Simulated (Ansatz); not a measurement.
Gas-phase electronic energies from Ansatz, PBE0-D4/def2-TZVP geometries. CBS: MP2 limit from def2 TZ/QZ plus the TZ coupled-cluster correction, frozen cores. DFT in def2-TZVPP. For Ge outer-core shells are correlated without core-valence functions, which leaves a few kJ/mol of doubt a bond. Scalar relativity is left out up to krypton. Each species was taken in one conformer, which may not be the lowest.

`CCC(C)C` + `C[O][GeH]([OH])[O]C` → `CC[O][GeH]([O]C)[O]C` + `CCC`  (substitution at a C–C bond)

`CCC(C)C`:

Z-matrix (Å, degrees):
```
C
C 1 1.519
H 1 1.094 2 111.0
H 1 1.092 2 112.0 3 120.3
H 1 1.092 2 111.1 3 -119.7
C 2 1.527 1 114.7 3 -56.1
H 2 1.098 1 109.7 3 -178.7
H 2 1.096 1 109.1 3 65.7
C 6 1.522 2 112.3 1 -62.6
C 6 1.522 2 110.4 1 173.6
H 6 1.099 2 107.5 1 56.0
H 9 1.092 6 112.2 2 60.5
H 9 1.095 6 110.5 2 -59.9
H 9 1.093 6 111.0 2 -179.2
H 10 1.093 6 111.4 2 -177.8
H 10 1.095 6 110.6 2 62.5
H 10 1.093 6 111.4 2 -57.2
```

`C[O][GeH]([OH])[O]C`:

Z-matrix (Å, degrees):
```
C
O 1 1.411
H 1 1.097 2 111.9
H 1 1.092 2 107.9 3 -118.8
H 1 1.096 2 112.1 3 121.9
Ge 2 1.770 1 119.9 3 -66.2
O 6 1.762 2 109.9 1 -57.1
O 6 1.761 2 102.8 1 -175.4
H 6 1.527 2 114.6 1 61.8
C 7 1.412 6 119.5 2 -62.3
H 8 0.961 6 110.7 2 6.4
H 10 1.097 7 111.9 6 62.6
H 10 1.092 7 107.8 6 -178.3
H 10 1.095 7 111.7 6 -59.2
```

`CC[O][GeH]([O]C)[O]C`:

Z-matrix (Å, degrees):
```
C
C 1 1.508
H 1 1.092 2 110.7
H 1 1.093 2 110.4 3 -120.1
H 1 1.092 2 110.5 3 119.9
O 2 1.422 1 108.6 3 -60.3
H 2 1.098 1 110.3 3 60.6
H 2 1.096 1 110.5 3 179.1
Ge 6 1.755 2 119.5 1 174.8
O 9 1.770 6 111.4 2 -60.8
O 9 1.758 6 107.2 2 53.0
H 9 1.533 6 107.2 2 177.1
C 10 1.409 9 119.2 6 -68.0
C 11 1.412 9 120.3 6 -164.7
H 13 1.096 10 111.9 9 67.6
H 13 1.092 10 108.0 9 -173.3
H 13 1.098 10 112.3 9 -54.3
H 14 1.092 11 107.6 9 175.1
H 14 1.094 11 111.9 9 55.7
H 14 1.097 11 111.9 9 -66.4
```

`CCC`:

Cartesian coordinates in Å:
```
C -1.037 0.399 0.645
C 0.265 -0.352 0.428
C 0.841 -0.139 -0.962
H -1.799 0.080 -0.073
H -0.896 1.476 0.515
H -1.436 0.235 1.648
H 0.998 -0.037 1.179
H 0.102 -1.422 0.596
H 1.777 -0.686 -1.100
H 1.044 0.921 -1.144
H 0.142 -0.475 -1.733
```

```tsv
level	ΔE (kJ/mol)
PBE0-D4	47.1
ωB97M-V	48.1
CCSD(T)/def2-TZVPP	48.6
MP2/def2-QZVPP	57.1
```

Q: What does CCSD(T)/CBS give? (Best estimate.)

A: The calculation gave: +51.4 kJ/mol. The listed levels differ from it by -4.3, -3.3, -2.8, 5.7 kJ/mol.

Largest T1 diagnostic among the species: 0.012.

In def2-TZVPP, CCSD(T) changes the Hartree–Fock value by +17.2 kJ/mol (the triples alone add +1.5 kJ/mol) and MP2 by +24.1 kJ/mol. The D4 term adds +4.1 kJ/mol with B3LYP and +1.9 kJ/mol with PBE0; it sums over pairs of atoms, weighted by their polarisabilities, and B3LYP, whose exchange is more repulsive, gets the larger term.

B3LYP here is the variant with VWN-RPA as its local correlation; programs differ in this.

CCSD(T)/CBS has its own doubt, a few kJ/mol and more with outer-core shells, so smaller differences from it don't rank the levels.
